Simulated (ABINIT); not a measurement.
A run of ABINIT 10.8.3 (patched build):

run.abi

```
# Datasets: ground state, then fixed potential
ndtset 2

# Pseudopotentials
pp_dirpath "./"
pseudos "Hf.LDA_PW-JTH.xml, B.LDA_PW-JTH.xml"

# Structure
acell 5.9337400313 5.9337400314 6.5762469137
rprim
     1.0000000000     0.0000000000     0.0000000000
    -0.5000000000     0.8660254038     0.0000000000
     0.0000000000     0.0000000000     1.0000000000
ntypat 2
znucl 72 5
natom 3
typat 1 2 2
xred
     0.0000000000     0.0000000000     0.0000000000
     0.6666666667     0.3333333333     0.5000000000
     0.3333333333     0.6666666667     0.5000000000

# Plane-wave basis
ecut 17.0
pawecutdg 34.0

# Exchange and correlation
ixc 2

# Bands and occupations
occopt 3
tsmear 0.05 eV

# Spin
nspinor 2
nspden 1
pawspnorb 1

# SCF cycle
nstep 100

# Output
iomode 3
prtwf 0
prteig 0
prtebands 0
enunit 1
prtden1 1
prtvha1 1
prtvclmb1 1
prtpot1 1

# Dataset 1
kptopt1 4
ngkpt1 10 10 8
nshiftk1 1
shiftk1 0.0 0.0 0.0
nband1 26
tolvrs1 1.0e-9

# Dataset 2: bands along G-M-K-G-A-L-H-A
iscf2 -2
getden2 1
nband2 38
nbdbuf2 8
tolwfr2 1.0e-11
kptopt2 -7
ndivsm2 5
prteig2 1
kptbounds2
     0.0000000000     0.0000000000     0.0000000000
     0.5000000000     0.0000000000     0.0000000000
     0.3333333333     0.3333333333     0.0000000000
     0.0000000000     0.0000000000     0.0000000000
     0.0000000000     0.0000000000     0.5000000000
     0.5000000000     0.0000000000     0.5000000000
     0.3333333333     0.3333333333     0.5000000000
     0.0000000000     0.0000000000     0.5000000000
```

Potentials or basis: JTH PAW LDA v2.0.

Command:

```console
$ abinit run.abi > log 2>&1
```

Hardware: 1 thread of Arm Neoverse V1, on a shared host.

Estimate the wall time of this run.

Wall time 2.3 min on 1 thread of Arm Neoverse V1, with other jobs on the host, peak memory 0.13 GiB. Counts: scf iterations 9, mpi ranks 1, k points 82, bands 26, plane waves 690.
